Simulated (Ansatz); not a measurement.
**WSi₂ films: biaxial stress and wafer bow**

Plane-wave DFT in Ansatz, PBE, scalar-relativistic PAW potentials, cutoff 420 eV, no spin-orbit coupling; no spin polarisation. WSi₂ in space group I4/mmm, strained equally along a and b of the conventional cell, with c and the atoms relaxed within the symmetry (a film with c along the normal). Stress is the in-plane mean, tension positive.

```tsv
strain (%)	stress (GPa)	E − E(0) (meV/atom)
-4.5	?	95.6
-3.0	-16.89	41.0
-1.5	-7.95	9.9
+0.0	-0.02	0.0
+1.5	7.05	9.3
+3.0	13.21	35.8
+4.5	18.52	77.6
```

Problem. Fit the stress, get the biaxial modulus and predict the missing row.

Solution. A parabola through the given rows is σ = -0.02 + 5.017 ε -0.2002 ε² GPa (ε in %), so M = dσ/dε = 502 GPa at zero. It predicts -26.65 GPa at -4.5 %; the run gave -26.63 GPa. The miss is 0.02 GPa, so the fit holds even one step beyond its range. The negative square term means that the film is stiffer in compression than in tension. The energies check it: E/V = Mε² at small strain, and a cubic fit with V = 13.67 Å³/atom gives M = 501 GPa, in agreement.

Problem. How much does a 50 nm film at +0.2 % strain bow a 300 mm Si(001) wafer 775 μm thick?

Solution. The fit, without its small constant, gives σ = 1.00 GPa. Stoney's formula, κ = 6σt_f/(M_s t_s²) with M_s = 180.5 GPa for Si(001) (literature), gives |κ| = 2.77×10⁻³ m⁻¹ and a bow κr²/2 = 31.1 μm at r = 150 mm, with the film side concave (tension pulls the edges up). This assumes a single-crystal or fully textured, unrelaxed film at 0 K.

The cell has no gap in any row, so the stresses hang on mesh and smearing.

Cost: about 14 core-minutes for the runs cited, on Intel Xeon Processor @ 2.50GHz (Skylake/Cascade Lake) (shared hosts).

The film is stiff and its response clearly anharmonic: at every matched pair of strains, compression costs more energy and produces a larger stress than tension. The stiffness probably comes from directional W 5d-Si 3p bonding, which can coexist with metallic conduction. The asymmetry follows from the shape of the bonding potential, since short-range repulsion rises steeply as atoms are pushed together, while the restoring force softens as bonds stretch. Relaxation along c relieves part of the in-plane load but does not remove this asymmetry.

At the small strain of the wafer example the curvature hardly matters, so the bow is essentially set by the linear modulus, the assumed strain and the film thickness. The agreement between the stress and energy routes shows internal consistency, but it cannot reveal an error of the functional common to both. Nor does the smooth curve establish an elastic limit, because distortions that break the imposed symmetry, dislocations and cracking could intervene earlier.
